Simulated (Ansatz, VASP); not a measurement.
## NaI in VASP and in Ansatz

```xyz
2
Lattice="0.0000 3.1703 3.1703 3.1703 0.0000 3.1703 3.1703 3.1703 0.0000" Properties=species:S:1:pos:R:3 pbc="T T T"
I     3.1703    3.1703    3.1703
Na    0.0000    0.0000    0.0000
```

Change from the starting cell: volume scaled by 0.94.

Alike in both runs: task single point; functional LDA; k mesh 7 × 7 × 7; occupations fermi-dirac, width 0.05 eV; no spin polarisation.

|  | VASP | Ansatz |
| --- | --- | --- |
| version | VASP 6.6.1 | Ansatz 0.2.0 |
| potentials or method | VASP PAW LDA potentials, release 64 (I, Na_pv), cutoff 520 eV | all-electron LAPW, scalar-relativistic |

```csv
,VASP,Ansatz,Ansatz less VASP
gap on the k mesh at the Fermi level (eV),3.52,3.50,-0.015
least direct gap on the mesh (eV),3.52,3.50,-0.015
pressure (GPa),-0.7,-0.7,-0.03
```

Ansatz ran all-electron here, so the differences hold the error of VASP's frozen core and of both bases.

Caveats: spin-orbit coupling is left out, which moves the levels of the heavy elements.
